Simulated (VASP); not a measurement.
# Li (P6_3/mmc) in VASP: a series of runs

One crystal, Li, is run at these levels: BLYP, PBE, LDA; tasks: single point.

Program: VASP 6.6.1. These are calculated values, not measurements. Logs are shortened: lines on timing, memory, paths and dates and some standing lists are left out, and cuts for length are marked.

## (1) Starting point

Symmetry: P6_3/mmc, No. 194, hexagonal system. Conventional cell: a = 3.111 Å, b = 3.111 Å, c = 5.093 Å, α = 90.00°, β = 90.00°, γ = 120.00°. Around Li (site symmetry -6m2) lie 12 Li at 3.11 to 3.12 Å.

This isn't the form of Li at room conditions, which is bcc.

## (2) Single point, BLYP

Input file INCAR:

```
SYSTEM = Li
PREC     = Accurate       ! precision mode
ENCUT    = 520            ! plane-wave cutoff, eV
EDIFF    = 1E-7           ! SCF threshold, eV
ISMEAR   = -1             ! smearing method
SIGMA    = 0.05           ! smearing width, eV
LREAL    = .FALSE.        ! projectors in reciprocal space
LASPH    = .TRUE.         ! aspherical terms in the spheres
NELM     = 100            ! most SCF steps
ALGO     = Fast           ! electronic algorithm
ISIF     = 2              ! what is computed and relaxed
LWAVE    = .FALSE.        ! write WAVECAR
LCHARG   = .FALSE.        ! write CHGCAR
GGA      = B5             ! functional
ALDAX    = 1.0          
AGGAX    = 1.0          
AGGAC    = 1.0          
ALDAC    = 0.0          
NBANDS   = 10             ! bands
```

Input file KPOINTS:

```
Automatic mesh
0
G
  9 9 5
  0 0 0
```

Input file POSCAR:

```
Li
1.0
    3.1110000000      0.0000000000      0.0000000000
   -1.5555000000      2.6942050300      0.0000000000
    0.0000000000      0.0000000000      5.0930000000
Li
2
Direct
    0.3333333333      0.6666666667      0.2500000000
    0.6666666667      0.3333333333      0.7500000000
```

Potentials or basis: VASP PAW PBE potentials, release 64 (Li_sv).

Command:

```
cat potpaw_PBE.64/Li_sv/POTCAR > POTCAR
mpirun -np 1 vasp_std > vasp.out
```

OUTCAR:

```text
SYSTEM = Li
   PREC = Accurate
   ENCUT = 520
   EDIFF = 1E-7
   ISMEAR = -1
   LREAL = .FALSE.
   LASPH = .TRUE.
   NELM = 100
   ISIF = 2
   GGA = B5

 ion  position               nearest neighbor table
   1  0.333  0.667  0.250-
   2  0.667  0.333  0.750-

  LATTYP: Found a hexagonal cell.
 ALAT       =     3.1110000000
 C/A-ratio  =     1.6370941819

  Lattice vectors:

 A1 = (   3.1110000000,   0.0000000000,   0.0000000000)
 A2 = (  -1.5555000000,   2.6942050300,   0.0000000000)
 A3 = (   0.0000000000,   0.0000000000,   5.0930000000)

Analysis of symmetry for initial positions (statically):
=====================================================================
 Subroutine PRICEL returns:
 Original cell was already a primitive cell.

 Routine SETGRP: Setting up the symmetry group for a
 hexagonal supercell.

 Subroutine GETGRP returns: Found 24 space group operations
 (whereof 12 operations were pure point group operations)
 out of a pool of 24 trial point group operations.

The static configuration has the point symmetry D_3d.
 The point group associated with its full space group is D_6h.

Analysis of symmetry for dynamics (positions and initial velocities):
=====================================================================
 Subroutine PRICEL returns:
 Original cell was already a primitive cell.

 Routine SETGRP: Setting up the symmetry group for a
 hexagonal supercell.

 Subroutine GETGRP returns: Found 24 space group operations
 (whereof 12 operations were pure point group operations)
 out of a pool of 24 trial point group operations.

The dynamic configuration has the point symmetry D_3d.
 The point group associated with its full space group is D_6h.

 Subroutine INISYM returns: Found 24 space group operations
 (whereof 12 operations are pure point group operations),
 and found     1 'primitive' translations

----------------------------------------------------------------------------------------

                                     Primitive cell

  volume of cell :      42.6879

  direct lattice vectors                    reciprocal lattice vectors
     3.111000000  0.000000000  0.000000000     0.321440051  0.185583500  0.000000000
    -1.555500000  2.694205030  0.000000000     0.000000000  0.371167001  0.000000000
     0.000000000  0.000000000  5.093000000     0.000000000  0.000000000  0.196347929

  length of vectors
     3.111000000  3.110999999  5.093000000     0.371167000  0.371167001  0.196347929

  position of ions in fractional coordinates (direct lattice)
     0.333333333  0.666666667  0.250000000
     0.666666667  0.333333333  0.750000000

  ion indices of the primitive-cell ions
   primitive index   ion index
                 1           1
                 2           2

----------------------------------------------------------------------------------------

 KPOINTS: Automatic mesh

Automatic generation of k-mesh.
 Grid dimensions read from file:
 generate k-points for:    9    9    5

 Generating k-lattice:

  Cartesian coordinates                     Fractional coordinates (reciprocal lattice)
     0.035715561  0.020620389  0.000000000     0.111111111  0.000000000  0.000000000
     0.000000000  0.041240778  0.000000000     0.000000000  0.111111111  0.000000000
     0.000000000  0.000000000  0.039269586     0.000000000  0.000000000  0.200000000

  Length of vectors
     0.041240778  0.041240778  0.039269586

  Shift w.r.t. Gamma in fractional coordinates (k-lattice)
     0.000000000  0.000000000  0.000000000

 Subroutine IBZKPT returns following result:
 ===========================================

 Found     36 irreducible k-points:

 Following reciprocal coordinates:
            Coordinates               Weight
  0.000000  0.000000  0.000000      1.000000
  0.111111  0.000000  0.000000      6.000000
  0.222222  0.000000  0.000000      6.000000
  0.333333 -0.000000  0.000000      6.000000
  0.444444  0.000000  0.000000      6.000000
  0.111111  0.111111  0.000000      6.000000
[... 16 lines left out ...]
  0.333333  0.222222  0.200000     24.000000
  0.333333  0.333333  0.200000      4.000000
 [... further k-points ...]
   k-points           NKPTS =     36   k-points in BZ     NKDIM =     36   number of bands    NBANDS=     10
   number of dos      NEDOS =    301   number of ions     NIONS =      2
   total plane-waves  NPLWV =  23040
   dimension x,y,z NGX =    24 NGY =   24 NGZ =   40
   dimension x,y,z NGXF=    48 NGYF=   48 NGZF=   80
   ions per type =               2
   NGX,Y,Z   is equivalent  to a cutoff of  12.83, 12.83, 13.06 a.u.
   NGXF,Y,Z  is equivalent  to a cutoff of  25.65, 25.65, 26.11 a.u.
 SYSTEM =  Li
   PREC   = accura    normal or accurate (medium, high low for compatibility)
   ISTART =      0    job   : 0-new  1-cont  2-samecut
   ICHARG =      2    charge: 1-file 2-atom 10-const
   ISPIN  =      1    spin polarized calculation?
   LNONCOLLINEAR =      F non collinear calculations
   LSORBIT =      F    spin-orbit coupling
   LASPH  =      T    aspherical Exc in radial PAW
   ENCUT  =  520.0 eV  38.22 Ry    6.18 a.u.   5.78  5.78  9.47*2*pi/ulx,y,z
   NELM   =    100;   NELMIN=  2; NELMDL= -5     # of ELM steps
   EDIFF  = 0.1E-06   stopping-criterion for ELM
   LREAL  =      F    real-space projection
   EDIFFG = 0.1E-05   stopping-criterion for IOM
   NSW    =      0    number of steps for IOM
   IBRION =     -1    ionic relax: 0-MD 1-quasi-New 2-CG
   NFREE  =      0    steps in history (QN), initial steepest desc. (CG)
   ISIF   =      2    stress and relaxation
   ISYM   =      2    0-nonsym 1-usesym 2-fastsym
   POTIM  = 0.5000    time-step for ionic-motion
   TEBEG  =    0.0;   TEEND  =   0.0 temperature during run
   PSTRESS=    0.0 pullay stress
   NELECT =       6.0000    total number of electrons
   NUPDOWN=      -1.0000    fix difference up-down
   EMIN   =  10.00;   EMAX   =-10.00  energy-range for DOS
   EFERMI =   0.00;   METHOD = LEGACY
   ISMEAR =    -1;   SIGMA  =   0.05  broadening in eV -4-tet -1-fermi 0-gaus
   EFERMI_NEDOS =   21; number of points for ismear=-14 and -15
   IALGO  =     68    algorithm
   IMIX   =      4    mixing-type and parameters
     AMIX     =   0.40;   BMIX     =  1.00
     AMIX_MAG =   1.60;   BMIX_MAG =  1.00
  volume/ion in A,a.u.               =      21.34       144.04
  Fermi-wavevector in a.u.,A,eV,Ry     =   0.851185  1.608506  9.857630  0.724515
  Thomas-Fermi vector in A             =   1.967278
   LORBIT       =      0    0 simple, 1 ext, 2 COOP (PROOUT), +10 PAW based schemes
   GGA     = B5    functional components
   LHFCALC =     F    Hartree Fock is set to
   AEXX    =    0.0000 exact exchange contribution
   IVDW    =     0    specifies the selected vdW correction
   LEPSILON=     F    determine dielectric tensor
   LRPA    =     F    only Hartree local field effects (RPA)
 non-spin polarized calculation
 RMM-DIIS sequential band-by-band and
  energy-cutoff  :      520.00
  volume of cell :       42.69
 maximum number of plane-waves:      1164
 NGX is ok and might be reduce to    24
   NGX = 11   NGY = 11   NGZ = 19

 number of electron       5.9999991 magnetization

 Free energy of the ion-electron system (eV)
  ---------------------------------------------------
  ext. energy  EPLUGINS =         0.00000000
  ---------------------------------------------------
  free energy    TOTEN  =        -3.14486220 eV

  energy without entropy =       -3.13837438  energy(sigma->0) =       -3.14161829

 E-fermi :   0.9507     XC(G=0):  -6.5227

 val. band max:        0.9505458224   @ k =   0.2222   0.0000   0.2000
 cond. band min:       1.0155364950   @ k =   0.4444   0.0000   0.4000
 fundamental gap:      0.0649906726
 Fermi energy:         0.9507175224

 k-point     1 :       0.0000    0.0000    0.0000
  band No.  band energies     occupation
      1     -46.4121      2.00000
      2     -46.3983      2.00000
      3      -2.5654      2.00000
      4       0.8799      1.60931
      5       3.6559      0.00000
      6      12.7267      0.00000
      7      12.7268      0.00000
      8      14.0838      0.00000
      9      14.0839      0.00000
     10      14.5115      0.00000

 k-point     2 :       0.1111    0.0000    0.0000
  band No.  band energies     occupation
      1     -46.4107      2.00000
      2     -46.3976      2.00000
      3      -2.3737      2.00000
      4       1.1299      0.05405
      5       3.7316      0.00000
      6      11.0753      0.00000
      7      11.6987      0.00000
      8      13.9905      0.00000
      9      14.2655      0.00000
     10      14.4658      0.00000

 k-point     3 :       0.2222    0.0000    0.0000
  band No.  band energies     occupation
      1     -46.4069      2.00000
      2     -46.3960      2.00000
      3      -1.7977      2.00000
      4       1.8776      0.00000
      5       3.8950      0.00000
      6       8.4604      0.00000
      7      10.4145      0.00000
      8      12.6168      0.00000
      9      12.7602      0.00000
     10      14.0341      0.00000

 k-point     4 :       0.3333   -0.0000    0.0000
  band No.  band energies     occupation
      1     -46.4022      2.00000
      2     -46.3944      2.00000
      3      -0.8431      2.00000
      4       3.1130      0.00000
      5       3.6581      0.00000
      6       6.7085      0.00000
      7       9.4941      0.00000
      8       9.8389      0.00000
      9      10.4849      0.00000
     10      13.3061      0.00000

 k-point     5 :       0.4444    0.0000    0.0000
  band No.  band energies     occupation
      1     -46.3988      2.00000
      2     -46.3938      2.00000
      3       0.4152      1.99996
      4       2.3500      0.00000
      5       4.7662      0.00000
      6       6.7069      0.00000
      7       7.2876      0.00000
      8       8.7923      0.00000
      9       9.0232      0.00000
     10      12.9110      0.00000

 k-point     6 :       0.1111    0.1111    0.0000
  band No.  band energies     occupation
      1     -46.4081      2.00000
      2     -46.3965      2.00000
      3      -1.9893      2.00000
      4       1.6288      0.00000
      5       3.8659      0.00000
      6       9.4622      0.00000
      7      10.0343      0.00000
      8      13.4402      0.00000
      9      13.6891      0.00000
     10      13.7519      0.00000
[... 183 lines left out ...]
 k-point    21 :       0.4444    0.1111    0.2000
  band No.  band energies     occupation
      1     -46.3973      2.00000
      2     -46.3941      2.00000
      3       1.1702      0.02449
      4       2.0197      0.00000
      5       4.9519      0.00000
      6       5.2622      0.00000
      7       7.4550      0.00000
      8       8.6217      0.00000
      9      10.4260      0.00000
     10      11.3013      0.00000

 k-point    22 :       0.2222    0.2222    0.2000
  band No.  band energies     occupation
      1     -46.3994      2.00000
      2     -46.3944      2.00000
      3      -0.0825      2.00000
      4       2.4719      0.00000
      5       5.5631      0.00000
      6       5.5808      0.00000
      7       7.3226      0.00000
      8       9.3568      0.00000
      9      10.4113      0.00000
     10      12.1982      0.00000

 k-point    23 :       0.3333    0.2222    0.2000
  band No.  band energies     occupation
      1     -46.3966      2.00000
      2     -46.3941      2.00000
      3       1.2163      0.00982
      4       2.8500      0.00000
      5       4.2848      0.00000
      6       5.6039      0.00000
      7       6.5688      0.00000
      8       8.2029      0.00000
      9      10.3733      0.00000
     10      11.2495      0.00000

 k-point    24 :       0.3333    0.3333    0.2000
  band No.  band energies     occupation
      1     -46.3948      2.00000
      2     -46.3948      2.00000
      3       2.4177      0.00000
      4       3.0184      0.00000
      5       3.0184      0.00000
      6       5.6950      0.00000
      7       6.9547      0.00000
      8       6.9547      0.00000
      9      10.8222      0.00000
     10      11.2056      0.00000

 [... further k-points ...]

------------------------ aborting loop because EDIFF is reached ----------------------------------------

  FORCE on cell =-STRESS in cart. coord.  units (eV):
  Direction    XX          YY          ZZ          XY          YZ          ZX
  --------------------------------------------------------------------------------------
  -------------------------------------------------------------------------------------
  Total       -0.3215247     -0.3215247     -0.0627582      0.0000000      0.0000000      0.0000000
  in kB      -12.0675928    -12.0675928     -2.3554656      0.0000000      0.0000000      0.0000000
  external PRESSURE =      -8.8302171 kB  Pullay stress =       0.0000000 kB

 VOLUME and BASIS-vectors are now :
 -----------------------------------------------------------------------------
  energy-cutoff  :      520.00
  volume of cell :       42.69
      direct lattice vectors                 reciprocal lattice vectors
     3.111000000  0.000000000  0.000000000     0.321440051  0.185583500  0.000000000
    -1.555500000  2.694205030  0.000000000     0.000000000  0.371167001  0.000000000
     0.000000000  0.000000000  5.093000000     0.000000000  0.000000000  0.196347929

 POSITION                                       TOTAL-FORCE (eV/Angst)
 -----------------------------------------------------------------------------------
     -0.00000      1.79614      1.27325        -0.000000      0.000000      0.000000
      1.55550      0.89807      3.81975         0.000000      0.000000      0.000000
 -----------------------------------------------------------------------------------
    total drift:                               -0.000000      0.000000      0.000000

  FREE ENERGIE OF THE ION-ELECTRON SYSTEM (eV)
  ---------------------------------------------------
  free  energy   TOTEN  =        -3.1448621956 eV

  energy  without entropy=       -3.1383743797  energy(sigma->0) =       -3.14161829
```

Run time: 20 s. Hardware: 1 thread of Intel Xeon 6975P-C (Granite Rapids), shared host; peak memory 0.14 GiB.

Results:

* Free energy: -3.1449 eV
* Band gap on the k mesh: none (metal or under the smearing width)

Caveat: the cutoff is under 1.25 times the usual one of these potentials, so pressure, stress and relaxed cells hold a basis-set (Pulay) error; the PAW data sets were made with another functional, which shifts forces and pressure a little.

## (3) Single point, PBE

Input file INCAR:

```
SYSTEM = Li
PREC     = Accurate       ! precision mode
ENCUT    = 520            ! plane-wave cutoff, eV
EDIFF    = 1E-6           ! SCF threshold, eV
ISMEAR   = -1             ! smearing method
SIGMA    = 0.05           ! smearing width, eV
LREAL    = .FALSE.        ! projectors in reciprocal space
LASPH    = .TRUE.         ! aspherical terms in the spheres
NELM     = 80             ! most SCF steps
ALGO     = Normal         ! electronic algorithm
ISIF     = 2              ! what is computed and relaxed
LWAVE    = .FALSE.        ! write WAVECAR
LCHARG   = .TRUE.         ! write CHGCAR
GGA      = PE             ! functional
LELF     = .TRUE.         ! ELF
LVHAR    = .TRUE.       
NBANDS   = 10             ! bands
```

KPOINTS is that of step 2.

POSCAR is that of step 2.

Potentials or basis: VASP PAW PBE potentials, release 64 (Li_sv).

Command:

```
cat potpaw_PBE.64/Li_sv/POTCAR > POTCAR
mpirun -np 1 vasp_std > vasp.out
```

Wall time 7 s (1 thread of Intel Xeon 6975P-C (Granite Rapids), shared host); peak memory 0.14 GiB.

The run converged. Its results:

```
Free energy            : -3.8199 eV
Band gap on the k mesh : none (metal or under the smearing width)
```

Levels at points of the mesh, in eV from the Fermi level:
```csv
k point,band 1,band 2,band 3,band 4,band 5,band 6,band 7,band 8
"(0.00, 0.00, 0.00)",-46.66,-46.65,-3.54,-0.06,2.69,11.99,11.99,13.34
```

Caveat: the cutoff is under 1.25 times the usual one of these potentials, so pressure, stress and relaxed cells hold a basis-set (Pulay) error.

(Part 1 of 2 ends here.)
